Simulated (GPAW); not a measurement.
BaZrO3, 5 atoms in the cell. It takes space group Pm-3m (No. 221, cubic). Conventional cell: a = 4.191 Å, b = 4.191 Å, c = 4.191 Å, α = 90.00°, β = 90.00°, γ = 90.00°. Ba (site symmetry m-3m) is surrounded by 12 O at 2.96 Å. Zr (site symmetry m-3m) has 6 O at 2.10 Å as nearest neighbours. Around O (site symmetry 4/mmm) lie 2 Zr at 2.10 Å. 

* Program: GPAW 26.7.0
* Task: equation of state
* Functional: LDA
* Potentials or basis: the program's PAW data sets (release 1.2.1) made for this functional
* Cutoff: 800 eV
* Basis: pw
* k mesh: 6 × 6 × 6
* Occupations: fermi-dirac, width 0.05 eV
* Spin: no spin polarisation
* Maxiter: 150
* Eos scales: [0.94, 0.96, 0.98, 1.0, 1.02, 1.04, 1.06]

Potentials or basis: the program's PAW data sets (release 1.2.1) made for this functional, pw.

The run is started by

```console
$ OMP_NUM_THREADS=1 python run.py
```

Hardware: 1 thread of Intel(R) Xeon(R) Processor @ 2.50GHz (Skylake/Cascade Lake), on a shared host.

Question: How long does it take, and how much memory?

Answer: Wall time 10 min on 1 thread of Intel(R) Xeon(R) Processor @ 2.50GHz (Skylake/Cascade Lake), with other jobs on the host, peak memory 0.38 GiB. Counts: scf iterations 70, plane waves 3596, bands 36, k points 20.
